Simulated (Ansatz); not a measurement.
# Pb (Fm-3m) in Ansatz: a series of runs

Runs on Pb. Level: CAM-B3LYP. Tasks: single point, equation of state.

Program: Ansatz 0.2.0. These are calculated values, not measurements. Logs are shortened: lines on timing, memory, paths and dates and some standing lists are left out, and cuts for length are marked.

## Step 1: Starting point

It takes space group Fm-3m (No. 225, cubic). Conventional cell: a = 4.950 Å, b = 4.950 Å, c = 4.950 Å, α = 90.00°, β = 90.00°, γ = 90.00°. Pb (site symmetry m-3m) is surrounded by 12 Pb at 3.50 Å.

## Step 2: Single point, CAM-B3LYP, 28.50 Å³/atom (volume scaled by 0.94)

File input.yaml:

```yaml
crystal:
  lattice:
    - [0.0, 2.4244952108, 2.4244952108]
    - [2.4244952108, 0.0, 2.4244952108]
    - [2.4244952108, 2.4244952108, 0.0]
  atoms:
    - { symbol: Pb, position: [0.0, 0.0, 0.0] }
hamiltonian:
  xc: cam_b3lyp
  pseudopotentials: { kind: paw }
kpoints:
  mp_grid: { grid: [5, 5, 5] }
scf:
  occupations: { method: fermi_dirac, width: 0.05 }
output:
  forces: true
  stress: true
  eigenvalues: true
```

Potentials or basis: Ansatz PAW.

Command:

```sh
> ansatz run input.yaml --threads 2 --pin off --max-ram 5632MiB --backend cpu --events-out ev --progress --plain --runs-dir out
```

The log of the run:

```text
Warning: output.stress: scf.convergence.dr2_threshold = 1e-7 eV (the SCF's general default) is looser than the 1e-10 eV advised for a printed stress (1e-10 eV for each atom of the cell: 1). What an SCF threshold leaves in a stress goes as its square root, and in the free energy as the threshold itself, and one threshold admits the most on a small cell: of the crystals measured, under no hybrid functional and no lock of the moments, on runs that ended without the residual-converged pass, on stresses that held no estimate of that error, the worst erred by over 100 MPa in a component at 1e-7 eV an atom and by under 5 at 1e-10. Set scf.convergence.dr2_threshold to 1e-10 eV or tighter. The threshold is an SCF's pass mark: one that does not reach it within its budget of iterations ends unconverged, or closes short of it on a stop that the run arms, and scf.convergence.dr2_threshold's page says what that costs each kind of run
Warning: output.stress: scf.exx.energy_threshold = 1e-6 eV is looser than the 1e-8 eV advised for a stress under a hybrid functional (1e-8 eV for each atom of the cell: 1). Every SCF of the exchange loop can meet its threshold on dr2 while the loop round them stops early: no threshold on dr2 bounds what that leaves in the stress. Set scf.exx.energy_threshold to 1e-8 eV or tighter. The threshold is the loop's pass mark: a loop that does not reach it within its budget of cycles ends unconverged, and scf.exx.energy_threshold's page has the law
Warning: RAYON_NUM_THREADS=2 ignored (pool sized by the plan → 2); use --threads N
Engine: ansatz 0.2.0, aarch64-unknown-linux-gnu
Pseudopotentials: kind: paw
Pseudopotential: Pb, paw, valence charge 14, recommended cutoff 420 eV (normal), Pb.paw.azcp
Functional definition: CAM-B3LYP
  parameter alpha = 0.19
  parameter beta = 0.46
  parameter omega = 0.33/bohr
  parameter ac = 0.81
  exchange = (1 - alpha - beta)*b88_x + beta*b88_x_sr(omega) + alpha*exact_x + beta*exact_x_lr(omega)
  correlation = (1 - ac)*vwn5_c + ac*lyp_c
Crystal: 1 atoms, lattice volume = 28.503 Å³
Basis set: ecut = 420 eV, 537 PW (Γ), exchange–correlation on 48×48×48 points (8 copies of the dense FFT grid, shifted against one another)
Bands: 11, of which v1, the nominal top of the filled ones, is band 7 counted from 1 (6 counted from 0)
Symmetry: 48 space group operations
Space group: Fm-3m (ITA 225), of the structure as read, at distance tolerance 3.1e-5 Å
k-points: 10 of 125
Non-local potential: Pb, projectors of the file, l = 0: 2, l = 1: 2, l = 2: 2, l = 3: 2
PAW form: soft (Blöchl's): semilocal exchange-correlation on the pseudo side does not see the compensation charge
PAW frozen core: Pb, regenerated for the run's functional, and the local potential with it (the file was generated under x = pbe(κ = 0.804, μ = 0.2195149727645171), c = pbe(β = 0.06672455060314922))
PAW one-centre angular grid: Pb, 590 points (default); XC on 64 Gauss nodes
Initial density: superposition of atomic densities (neutral atoms: chi_scale 0, normalization atom), corrected by the library's trained network
Initial wavefunctions: pseudopotential atomic-orbital guess
Functional: x = b88, c = 0.19 vwn5 + 0.81 lyp, warm-up for x = b88 + 0.19 (exact − b88) at short range (ω = 0.6236096211265042 Å⁻¹) + 0.65 (exact − b88) at long range (ω = 0.6236096211265042 Å⁻¹), c = 0.19 vwn5 + 0.81 lyp
SCF iter   1: F=—  HF=-11955.999404 eV  |F-HF|=—  |Δ(HF+E_count)|=         —  Δρ=4.52e-3  dr2=5.46e-3  ethr=1.77e-3  ⟨swp⟩=10.9  Hψ=543  notcnv=0
preconditioner: auto → none  [insulator: Δε(μ)=0.647 eV  Ē_g=20.486 eV  σ=0.050 eV  W_gap=0.63  n_scr=8 (ndim 8)  ℏωp=26.0 eV  f_vac=0.000  D(μ)=1.81/eV (n_scr^D=14)]
SCF iter   2: F=—  HF=-11955.999750 eV  |F-HF|=—  |Δ(HF+E_count)|=   3.45e-4  Δρ=2.51e-3  dr2=1.31e-3  ethr=3.90e-5  ⟨swp⟩=3.3  Hψ=233  notcnv=0  defer=6
iter 3 solved again at ethr=6.59e-7 eV; its pass at ethr=9.38e-6 eV (dr2=9.23e-5 eV) is discarded
SCF iter   3: F=—  HF=-11956.000102 eV  |F-HF|=—  |Δ(HF+E_count)|=   3.53e-4  Δρ=6.24e-4  dr2=8.32e-5  ethr=6.59e-7  ⟨swp⟩=2.4  Hψ=433  notcnv=0  defer=1
eigensolver tolerance schedule: the retry pair's looser diagonalisation over-reported the residual by 0.11 of it (diagonalisation noise at 0.12 of the residual, at the tolerance the schedule requests for it); recorded, not acted on — ethr = c·dr2/N_el stays at c = 1.0e-1
SCF iter   4: F=—  HF=-11956.000068 eV  |F-HF|=—  |Δ(HF+E_count)|=   3.38e-5  Δρ=1.50e-4  dr2=2.32e-6  ethr=5.94e-7  ⟨swp⟩=3.1  Hψ=231  notcnv=0  defer=1
SCF iter   5: F=—  HF=-11956.000072 eV  |F-HF|=—  |Δ(HF+E_count)|=   3.80e-6  Δρ=7.76e-5  dr2=1.11e-6  ethr=1.65e-8  ⟨swp⟩=4.0  Hψ=282  notcnv=0
SCF iter   6: F=—  HF=-11956.000072 eV  |F-HF|=—  |Δ(HF+E_count)|=   4.76e-7  Δρ=2.29e-5  dr2=1.07e-7  ethr=7.95e-9  ⟨swp⟩=3.1  Hψ=218  notcnv=0  defer=1
SCF iter   7: F=—  HF=-11956.000072 eV  |F-HF|=—  |Δ(HF+E_count)|=   4.16e-8  Δρ=4.33e-6  dr2=2.01e-9  ethr=7.63e-10  ⟨swp⟩=3.9  Hψ=262  notcnv=0
SCF iter   8: F=-11956.000072 eV  HF=-11956.000072 eV  |F-HF|=2.73e-11  |Δ(HF+E_count)|=  3.04e-10  Δρ=5.89e-7  dr2=5.02e-11  ethr=1.43e-11  ⟨swp⟩=3.8  Hψ=227  notcnv=0
SCF 1 converged in 8 iterations: F = -11956.000072 eV  dr2 = 5.02e-11
Initial density: handed on by an earlier stage of this run
Initial wavefunctions: those handed on with the density
Functional: x = b88 + 0.19 (exact − b88) at short range (ω = 0.6236096211265042 Å⁻¹) + 0.65 (exact − b88) at long range (ω = 0.6236096211265042 Å⁻¹), c = 0.19 vwn5 + 0.81 lyp
Exchange kernel: α = 0.1900 at short range, 0.6500 at long range (ω = 0.6236 Å⁻¹), several ranges, Wigner–Seitz truncation, v(0) = 5202.9678 eV·Å³, q-mesh 5×5×5, nearest image of the exchange supercell L = 17.14 Å, pair-density grid 20×20×20, without the augmentation charges, whose exchange is taken in its separable form by FFT convolution over the k-point mesh (the finest that the files' search goes to), smooth part of the exact exchange by density-matrix convolution
Frozen-core exchange: fock
iter 1 solved again at ethr=2.31e-5 eV; its pass at ethr=1.00e-1 eV (dr2=3.23e-3 eV) is discarded
SCF iter   1: F=—  HF=-11940.119056 eV  |F-HF|=—  |Δ(HF+E_count)|=         —  Δρ=5.12e-3  dr2=4.91e-3  ethr=2.31e-5  ⟨swp⟩=5.4  Hψ=648  notcnv=0
preconditioner: auto → none  [insulator: Δε(μ)=1.743 eV  Ē_g=25.643 eV  σ=0.050 eV  W_gap=0.63  n_scr=8 (ndim 8)  ℏωp=26.0 eV  f_vac=0.000  D(μ)=1.80/eV (n_scr^D=14)]
SCF iter   2: F=—  HF=-11940.118293 eV  |F-HF|=—  |Δ(HF+E_count)|=   7.63e-4  Δρ=2.11e-3  dr2=1.62e-3  ethr=2.31e-5  ⟨swp⟩=2.0  Hψ=178  notcnv=0
SCF iter   3: F=—  HF=-11940.118155 eV  |F-HF|=—  |Δ(HF+E_count)|=   1.38e-4  Δρ=1.94e-4  dr2=8.66e-4  ethr=5.20e-6  ⟨swp⟩=2.0  Hψ=178  notcnv=0
SCF iter   4: F=—  HF=-11940.118160 eV  |F-HF|=—  |Δ(HF+E_count)|=   4.91e-6  Δρ=5.39e-5  dr2=8.51e-4  ethr=4.30e-8  ⟨swp⟩=3.9  Hψ=313  notcnv=0
SCF iter   5: F=—  HF=-11940.123214 eV  |F-HF|=—  |Δ(HF+E_count)|=   5.05e-3  Δρ=1.03e-3  dr2=1.97e-4  ethr=2.92e-9  ⟨swp⟩=5.9  Hψ=510  notcnv=0
SCF iter   6: F=—  HF=-11940.123174 eV  |F-HF|=—  |Δ(HF+E_count)|=   3.96e-5  Δρ=5.02e-5  dr2=3.71e-5  ethr=2.92e-9  ⟨swp⟩=4.6  Hψ=330  notcnv=0
SCF iter   7: F=—  HF=-11940.123174 eV  |F-HF|=—  |Δ(HF+E_count)|=   1.46e-7  Δρ=2.56e-6  dr2=3.66e-5  ethr=2.92e-9  ⟨swp⟩=3.0  Hψ=227  notcnv=0
SCF iter   8: F=—  HF=-11940.123366 eV  |F-HF|=—  |Δ(HF+E_count)|=   1.92e-4  Δρ=1.93e-4  dr2=7.45e-6  ethr=7.97e-12  ⟨swp⟩=7.1  Hψ=539  notcnv=0  defer=1
SCF iter   9: F=-11940.123365 eV  HF=-11940.123365 eV  |F-HF|=3.29e-9  |Δ(HF+E_count)|=   1.47e-6  Δρ=1.14e-5  dr2=1.71e-6  ethr=7.97e-12  ⟨swp⟩=5.0  Hψ=405  notcnv=0
SCF 2 stopped early in 9 iterations: F = -11940.123365 eV  dr2 = 1.71e-6
hybrid outer 1: dexx = +6.330e-3 eV, tail = 1.15e-5 eV
Exchange kernel: α = 0.1900 at short range, 0.6500 at long range (ω = 0.6236 Å⁻¹), several ranges, Wigner–Seitz truncation, v(0) = 5202.9678 eV·Å³, q-mesh 5×5×5, nearest image of the exchange supercell L = 17.14 Å, pair-density grid 20×20×20, without the augmentation charges, whose exchange is taken in its separable form by FFT convolution over the k-point mesh (the finest that the files' search goes to), smooth part of the exact exchange by density-matrix convolution
Frozen-core exchange: fock
SCF iter   1: F=—  HF=-11940.123262 eV  |F-HF|=—  |Δ(HF+E_count)|=         —  Δρ=3.95e-5  dr2=8.16e-6  ethr=4.10e-7  ⟨swp⟩=3.2  Hψ=235  notcnv=0
preconditioner: auto → none  [insulator: Δε(μ)=1.763 eV  Ē_g=25.641 eV  σ=0.050 eV  W_gap=0.63  n_scr=8 (ndim 8)  ℏωp=26.0 eV  f_vac=0.000  D(μ)=1.80/eV (n_scr^D=14)]
SCF iter   2: F=—  HF=-11940.123262 eV  |F-HF|=—  |Δ(HF+E_count)|=   2.16e-7  Δρ=1.15e-5  dr2=7.72e-6  ethr=3.18e-9  ⟨swp⟩=4.2  Hψ=262  notcnv=0
SCF iter   3: F=—  HF=-11940.123348 eV  |F-HF|=—  |Δ(HF+E_count)|=   8.60e-5  Δρ=1.96e-5  dr2=1.39e-7  ethr=1.03e-10  ⟨swp⟩=4.8  Hψ=390  notcnv=0
SCF iter   4: F=—  HF=-11940.123348 eV  |F-HF|=—  |Δ(HF+E_count)|=   2.16e-8  Δρ=2.27e-6  dr2=7.14e-8  ethr=1.03e-10  ⟨swp⟩=3.0  Hψ=242  notcnv=0
SCF iter   5: F=—  HF=-11940.123348 eV  |F-HF|=—  |Δ(HF+E_count)|=  3.98e-10  Δρ=3.16e-7  dr2=7.08e-8  ethr=5.06e-12  ⟨swp⟩=3.8  Hψ=237  notcnv=0
SCF iter   6: F=-11940.123349 eV  HF=-11940.123349 eV  |F-HF|=6.15e-10  |Δ(HF+E_count)|=   5.00e-7  Δρ=3.36e-6  dr2=3.35e-9  ethr=1.00e-12  ⟨swp⟩=5.1  Hψ=356  notcnv=0
SCF 3 converged in 6 iterations: F = -11940.123349 eV  dr2 = 3.35e-9
  Residual-converged pass: ⟨swp⟩=1.5  Hψ=118  notcnv=0  max |occ|·‖R‖ = 2.1e-6 eV (tolerance 2.4e-6 eV)  dr2=3.35e-9  dr2_onsite=7.98e-10  max |Δocc| = 3.4e-28
hybrid outer 2: dexx = +5.498e-7 eV, tail = 1.86e-8 eV, Δε = 3.10e-3 eV (about 1.40e-4 eV left of the loop's levels)
hybrid SCF converged: 2 outer / 15 inner (+8 warm-up), last move |dexx| = 5.50e-7 eV, tail = 1.86e-8 eV
Stability not checked: this state was not tested for a lower state beside it, because the functional holds exact exchange (a hybrid, or Hartree-Fock), whose exchange loop this test does not read (fock_operator; see scf.lower_state_search)
Free energy (F): -11940.123349 eV
Frozen-core exchange: fock
Harris-Foulkes:  -11940.123349 eV  (|F-HF|=6.15e-10)
Internal energy: -11940.110647 eV  (E = F + TS)
E sigma→0 (E₀):  -11940.116998 eV
Entropy (-TS):   -0.012702 eV (-12.702 meV/atom)
Fermi energy:    11.432877 eV
--- Per-component energies (eV) ---
  E_band       = -68.916977
  E_kinetic    = 290.468470
  E_local      = -972.065361  (includes V_loc(G=0)·N_el)
  E_nonlocal   = 346.630263
  E_hartree    = 390.155033
  E_xc         = -150.338341
  E_vxc        = -90.014099  (∫ρ·V_xc dr)
  E_exx        = -55.437177  (= α·E_x^exact, valence–valence)
  E_paw        = -10455.710447  (= ΣΔE_a)
  E_vpaw       = -313.373527  (= ΣTr[D̂ρ^β])
  E_aug_tail   = 0.000048  (compensation charges beyond the density's cutoff)
  E_ewald      = -1334.297968
  E_core_change = 0.484833  (= ΣΔE_core)
  E_smearing   = -0.012702  (= −TS)
  E_closure    = -0.000000  (closes the sum)
  Σ components = -11940.123349   (vs F -11940.123349, Δ=0.00e0)
--- Forces (eV/Å), atoms counted from 1 ---
  atom   1  Pb    -0.00000000     0.00000000     0.00000000
  max |Σ_I F_I| component: 1.68e-31 eV/Å
--- Stress (GPa, compression-positive) ---
        5.056700      -0.000000      -0.000000
       -0.000000       5.056700       0.000000
        0.000000      -0.000000       5.056700
  P = ⅓ Tr σ = 5.0567 GPa (50.567 kbar)
--- Band table (eV; the first three rows and the last of 10) ---
  k-point 0: bands = ["-8.9155", "-8.9155", "-8.9155", "-8.7202", "-8.7202", "-3.9074", "22.3231", "22.3231", "22.3231", "24.4812", "26.9827"]
  k-point 1: bands = ["-8.9315", "-8.8694", "-8.8694", "-8.7046", "-8.7046", "-2.9597", "15.9347", "21.4195", "21.4195", "23.9135", "27.2218"]
  k-point 2: bands = ["-8.9802", "-8.8938", "-8.8938", "-8.5760", "-8.5760", "-0.1074", "7.1424", "20.2983", "20.2983", "23.8282", "25.0431"]
  k-point 9: bands = ["-8.9374", "-8.9216", "-8.7703", "-8.6370", "-8.5497", "2.0989", "8.9127", "11.4073", "14.9151", "24.7615", "25.8104"]
```

Run time: 7.8 s. Hardware: 2 threads of Arm Neoverse V2, shared host; peak memory 0.53 GiB.

What came out:

- Free energy: -11940.1233 eV
- Pressure: 5.1 GPa
- Band gap on the k mesh: none (metal or under the smearing width)

Caveat: the k mesh is coarse (spacing up to 0.45 Å⁻¹), so the values aren't converged, least of all with exact exchange; the PAW data sets come from PBE, with cores solved anew for the run's functional, which leaves a small shift of forces and pressure; the thresholds are loose for stress.

## Step 3: Single point, CAM-B3LYP, 29.11 Å³/atom (volume scaled by 0.96)

Changes to input.yaml since step 2:

```diff
@@ -2,5 +2,5 @@
   lattice:
-    - [0.0, 2.4244952108, 2.4244952108]
-    - [2.4244952108, 0.0, 2.4244952108]
-    - [2.4244952108, 2.4244952108, 0.0]
+    - [0.0, 2.4415696833, 2.4415696833]
+    - [2.4415696833, 0.0, 2.4415696833]
+    - [2.4415696833, 2.4415696833, 0.0]
   atoms:
```

Potentials or basis: Ansatz PAW.

Command:

```sh
> ansatz run input.yaml --threads 2 --pin off --max-ram 5632MiB --backend cpu --events-out ev --progress --plain --runs-dir out
```

It took 7.8 s on 2 threads of Arm Neoverse V2, shared host; peak memory 0.53 GiB.

It converged, with:

```
Free energy            : -11940.1398 eV
Pressure               : 3.6 GPa
Band gap on the k mesh : none (metal or under the smearing width)
```

Caveat: the k mesh is coarse (spacing up to 0.45 Å⁻¹), so the values aren't converged, least of all with exact exchange; the PAW data sets come from PBE, with cores solved anew for the run's functional, which leaves a small shift of forces and pressure; the thresholds are loose for stress.

## Step 4: Single point, CAM-B3LYP, 29.72 Å³/atom (volume scaled by 0.98)

File input.yaml:

```yaml
crystal:
  lattice:
    - [0.0, 2.458408627, 2.458408627]
    - [2.458408627, 0.0, 2.458408627]
    - [2.458408627, 2.458408627, 0.0]
  atoms:
    - { symbol: Pb, position: [0.0, 0.0, 0.0] }
hamiltonian:
  xc: cam_b3lyp
  pseudopotentials: { kind: paw }
kpoints:
  mp_grid: { grid: [5, 5, 5] }
scf:
  occupations: { method: fermi_dirac, width: 0.05 }
output:
  forces: true
  stress: true
  eigenvalues: true
  write_density: true
  write_potential: true
  elf: true
  volumetric_format: npy
```

Command:

```sh
> ansatz run input.yaml --threads 2 --pin off --max-ram 5632MiB --backend cpu --events-out ev --progress --plain --runs-dir out
```

Wall time 8.4 s (2 threads of Arm Neoverse V2, shared host); peak memory 0.57 GiB.

The run converged. Its results:

```yaml
Free_energy: -11940.1511 eV
Pressure: 2.4 GPa
Band_gap_on_the_k_mesh: none (metal or under the smearing width)
```

Caveat: the k mesh is coarse (spacing up to 0.44 Å⁻¹), so the values aren't converged, least of all with exact exchange; the PAW data sets come from PBE, with cores solved anew for the run's functional, which leaves a small shift of forces and pressure; the thresholds are loose for stress.

## Step 5: Single point, CAM-B3LYP, 30.32 Å³/atom

File input.yaml:

```yaml
crystal:
  lattice:
    - [0.0, 2.47502, 2.47502]
    - [2.47502, 0.0, 2.47502]
    - [2.47502, 2.47502, 0.0]
  atoms:
    - { symbol: Pb, position: [0.0, 0.0, 0.0] }
hamiltonian:
  xc: cam_b3lyp
  pseudopotentials: { kind: paw }
kpoints:
  mp_grid: { grid: [5, 5, 5] }
scf:
  occupations: { method: fermi_dirac, width: 0.05 }
output:
  forces: true
  stress: true
  eigenvalues: true
```

Command:

```sh
> ansatz run input.yaml --threads 2 --pin off --max-ram 5632MiB --backend cpu --events-out ev --progress --plain --runs-dir out
```

Run time: 8.6 s. Hardware: 2 threads of Arm Neoverse V2, shared host; peak memory 0.56 GiB.

Results (log left out):

- Free energy: -11940.1579 eV
- Pressure: 1.2 GPa
- Band gap on the k mesh: none (metal or under the smearing width)

Caveat: the k mesh is coarse (spacing up to 0.44 Å⁻¹), so the values aren't converged, least of all with exact exchange; the PAW data sets come from PBE, with cores solved anew for the run's functional, which leaves a small shift of forces and pressure; the thresholds are loose for stress.

## Step 6: Single point, CAM-B3LYP, 30.93 Å³/atom (volume scaled by 1.02)

Changes to input.yaml since step 5:

```diff
@@ -2,5 +2,5 @@
   lattice:
-    - [0.0, 2.47502, 2.47502]
-    - [2.47502, 0.0, 2.47502]
-    - [2.47502, 2.47502, 0.0]
+    - [0.0, 2.4914113386, 2.4914113386]
+    - [2.4914113386, 0.0, 2.4914113386]
+    - [2.4914113386, 2.4914113386, 0.0]
   atoms:
```

Potentials or basis: Ansatz PAW.

Command:

```sh
> ansatz run input.yaml --threads 2 --pin off --max-ram 5632MiB --backend cpu --events-out ev --progress --plain --runs-dir out
```

It took 8.2 s on 2 threads of Arm Neoverse V2, shared host; peak memory 0.57 GiB.

The run converged. Its results:

| Item | Value |
| --- | --- |
| Free energy | -11940.1606 eV |
| Pressure | 0.2 GPa |
| Band gap on the k mesh | none (metal or under the smearing width) |

Caveat: the k mesh is coarse (spacing up to 0.44 Å⁻¹), so the values aren't converged, least of all with exact exchange; the PAW data sets come from PBE, with cores solved anew for the run's functional, which leaves a small shift of forces and pressure; the thresholds are loose for stress.

## Step 7: Single point, CAM-B3LYP, 31.54 Å³/atom (volume scaled by 1.04)

Changes to input.yaml since step 6:

```diff
@@ -2,5 +2,5 @@
   lattice:
-    - [0.0, 2.4914113386, 2.4914113386]
-    - [2.4914113386, 0.0, 2.4914113386]
-    - [2.4914113386, 2.4914113386, 0.0]
+    - [0.0, 2.5075897876, 2.5075897876]
+    - [2.5075897876, 0.0, 2.5075897876]
+    - [2.5075897876, 2.5075897876, 0.0]
   atoms:
```

Command:

```sh
> ansatz run input.yaml --threads 2 --pin off --max-ram 5632MiB --backend cpu --events-out ev --progress --plain --runs-dir out
```

It took 8.3 s on 2 threads of Arm Neoverse V2, shared host; peak memory 0.56 GiB.

It converged, with:

```
Free energy            : -11940.1597 eV
Pressure               : -0.7 GPa
Band gap on the k mesh : none (metal or under the smearing width)
```

Caveat: the k mesh is coarse (spacing up to 0.43 Å⁻¹), so the values aren't converged, least of all with exact exchange; the PAW data sets come from PBE, with cores solved anew for the run's functional, which leaves a small shift of forces and pressure; the thresholds are loose for stress.

## Step 8: Single point, CAM-B3LYP, 32.14 Å³/atom (volume scaled by 1.06)

Changes to input.yaml since step 7:

```diff
@@ -2,5 +2,5 @@
   lattice:
-    - [0.0, 2.5075897876, 2.5075897876]
-    - [2.5075897876, 0.0, 2.5075897876]
-    - [2.5075897876, 2.5075897876, 0.0]
+    - [0.0, 2.5235621278, 2.5235621278]
+    - [2.5235621278, 0.0, 2.5235621278]
+    - [2.5235621278, 2.5235621278, 0.0]
   atoms:
```

Command:

```sh
> ansatz run input.yaml --threads 2 --pin off --max-ram 5632MiB --backend cpu --events-out ev --progress --plain --runs-dir out
```

Wall time 8.2 s (2 threads of Arm Neoverse V2, shared host); peak memory 0.58 GiB.

The run converged. Its results:

* Free energy: -11940.1556 eV
* Pressure: -1.5 GPa
* Band gap on the k mesh: none (metal or under the smearing width)

Caveat: the k mesh is coarse (spacing up to 0.43 Å⁻¹), so the values aren't converged, least of all with exact exchange; the PAW data sets come from PBE, with cores solved anew for the run's functional, which leaves a small shift of forces and pressure; the thresholds are loose for stress.

## Step 9: Equation of state, CAM-B3LYP

Potentials or basis: Ansatz PAW.

No new run: the results of the series are fitted here.

What came out:

```
Equilibrium volume                      : 31.07 Å³/atom
Bulk modulus                            : 48 GPa
Pressure derivative of the bulk modulus : 4.6
```

Energy against volume, from the lowest point:
```csv
volume (Å³/atom),energy (meV/atom)
28.503,37.26
29.110,20.85
29.716,9.53
30.323,2.72
30.929,0.00
31.535,0.89
32.142,5.06
```

Caveat: the k mesh is coarse (spacing up to 0.44 Å⁻¹), so the values aren't converged, least of all with exact exchange; the potentials were made for another functional, which shifts forces and pressure. The run has no spin-orbit coupling, so splittings on Pb are missing.
